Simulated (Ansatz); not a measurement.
Reactions of C3H9GaO (`CC(C)[O][GaH2]`).

Calculated with Ansatz (gas phase, PBE0-D4/def2-TZVP geometries, no zero-point term in ΔE). CCSD(T)/CBS adds triple-zeta CCSD(T) − MP2 to the extrapolated MP2 energy (def2 sets, frozen cores). This one scheme is used for every species, atoms too. For atomizations the MP2-based limit and the directly extrapolated one differ by several kJ/mol either way, and by 10 to 25 for some Ge, Se and Sn compounds, so smaller differences from it don't rank the levels. Double bonds are as drawn, so ΔE can hold a change between cis and trans. DFT in def2-TZVPP. Open shells (•) are unrestricted, without spin–orbit coupling. Spin–orbit coupling would lower the free atoms: a little for C, O; clearly for Ga. Bonds to Ga, Ge are less sure, by a few kJ/mol each and by 10 to 20 or more in all where they break to atoms, as the def2 sets lack core-valence functions. Scalar relativity is left out up to krypton. One conformer a species, not always the lowest.

```csv
reaction,HF/CBS(def2) (kJ/mol),r2SCAN-D4 (kJ/mol),CCSD(T)/CBS(def2) (kJ/mol)
`CC(C)[O][GaH2]` → 3 C• + Ga• + 9 H• + O•,3753,5075,5070
`CC(C)[O][GaH2]` → `[OH][GaH2]` + propene,38,72,64
`CC(C)[O][GaH2]` + `[OH][GeH]([OH])[OH]` → `C[O][GeH]([OH])[OH]` + `CC[O][GaH2]`,60,73,78
`CC(C)[O][GaH2]` → `C[CH]C`• + `[O][GaH2]`•,233,367,414
`CC(C)[O][GaH2]` + `F/C=C(F)/C(F)=C/F` → `CC(C)[O][GaH][F]` + `F/C=C/C(F)=C\F`,-204,-196,-204
`CC(C)[O][GaH2]` → `[CH2]` (triplet) + `CC[O][GaH2]`,302,431,456
`CC(C)[O][GaH2]` → `CC(C)=[O+][GaH3-]`,45,52,67
`CC(C)[O][GaH2]` → `[GaH3]` + acetone,95,136,144
`CC(C)[O][GaH2]` + `B1CN[SiH2]1` → `CN1CB[SiH2]1` + `CC[O][GaH2]`,35,37,43
```

Largest T1 diagnostic: 0.019, for `[O][GaH2]`•.
